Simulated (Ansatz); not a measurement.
## In2O3 (corundum): gap against strain (uniaxial along z, other directions held)

Corundum In2O3, relaxed with r2SCAN in Ansatz 0.2.0, then strained (uniaxial along z, other directions held; changes of length per length, axes as in the cell below) with the atoms relaxed again within the symmetry that is left. It is trigonal, R-3c (No. 167); conventional cell a = 5.508 Å, c = 14.563 Å, 12.75 Å³ an atom. In has 6 O at 2.13–2.26 Å; O has 4 In at 2.13–2.26 Å. The values are computed, spin-unpolarised, and not measurements.

```xyz
10
Lattice="2.7538 1.5899 4.8543 -2.7538 1.5899 4.8543 0.0000 -3.1798 4.8543" Properties=species:S:1:pos:R:3 pbc="T T T"
In    0.0000    0.0000   12.4811
In    0.0000    0.0000    5.1996
In    0.0000    0.0000    2.0819
In    0.0000    0.0000    9.3634
O     1.1202   -1.5899    6.0679
O    -1.9370   -0.1751    6.0679
O    -1.1202    1.5899    8.4951
O    -0.8168   -1.7651    8.4951
O     1.9370    0.1751    8.4951
O     0.8168    1.7651    6.0679
```

Gaps are the least over each mesh (PBE 6×6×6, r2SCAN 6×6×6, HSE06 4×4×4 when unstrained) and the special points, which keep their unstrained names; stress is the change from the unstrained cell, compression positive.

```csv
strain (%),"gap, PBE (eV)","gap, r2SCAN (eV)","gap, HSE06 (eV)","edges, HSE06","stress along the strain, r2SCAN (GPa)","energy rise, r2SCAN (meV/atom)"
-3.0,1.349,1.930,2.885,Γ–L (0.60) → Γ,+7.00,8.3
-2.0,1.310,1.891,2.841,"(0.010, 0.010, 0.312) → Γ",+4.62,3.7
-1.0,1.267,1.847,2.793,"(0.010, 0.021, 0.312) → Γ",+2.29,0.9
0.0,1.221,1.798,2.729,"(0, 0.193, -0.198) → Γ",0.00,0.0
+1.0,1.165,1.741,2.665,Γ–S₀ (0.52) → Γ,-2.25,0.9
+2.0,1.106,1.679,2.597,Γ,-4.45,3.6
+3.0,1.042,1.613,2.520,Γ,-6.60,8.0
```

Between zero and the nearest strains the slope of the HSE06 gap against strain is -0.063 eV per percent for negative and -0.064 for positive strain.

No spin-orbit coupling is included; it can move band edges with weight on the heavy atoms by tenths of an eV.

Where an edge lies off the special points, it is a point of the mesh or the k point where a search put PBE's edge or least direct gap, reused for the other functionals, whose own edges may lie a little apart.

Coordinates of k points refer to the reciprocal vectors of the primitive cell of the runs.

The meshes of the hybrids are coarse, so their gaps aren't converged to the digits shown.
